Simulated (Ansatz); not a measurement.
Crystal: CdF2.

```
CELL_PARAMETERS angstrom
0.00000 2.69400 2.69400
2.69400 0.00000 2.69400
2.69400 2.69400 0.00000
ATOMIC_POSITIONS crystal
Cd 0.00000 0.00000 0.00000
F 0.75000 0.75000 0.75000
F 0.25000 0.25000 0.25000
```

Base run:

```yaml
Program: Ansatz 0.2.0
Functional: r2SCAN
Potentials_or_basis: Ansatz PAW
Cutoff: "500 eV (not typed: the program's choice for these potentials)"
k_mesh: 9 × 9 × 9
Occupations: fermi-dirac, width 0.05 eV
Spin: no spin polarisation
```

Its results: band gap on the k mesh 3.82 eV, indirect (least direct gap 4.31 eV); pressure 0.0 GPa.

The run is repeated on the same cell with these changes: functional from r2SCAN to revPBE; cutoff from 500 eV (not typed: the program's choice for these potentials) to 420 eV (not typed: the program's choice for these potentials). What comes out?

Band gap on the k mesh 3.29 eV, indirect (least direct gap 3.76 eV); pressure 9.0 GPa.

r2SCAN gives the wider gap, since meta-GGAs in the generalised Kohn-Sham scheme recover part of the derivative discontinuity.

Caveats: the PAW data sets come from PBE, with cores solved anew for the run's functional, which leaves a small shift of forces and pressure.
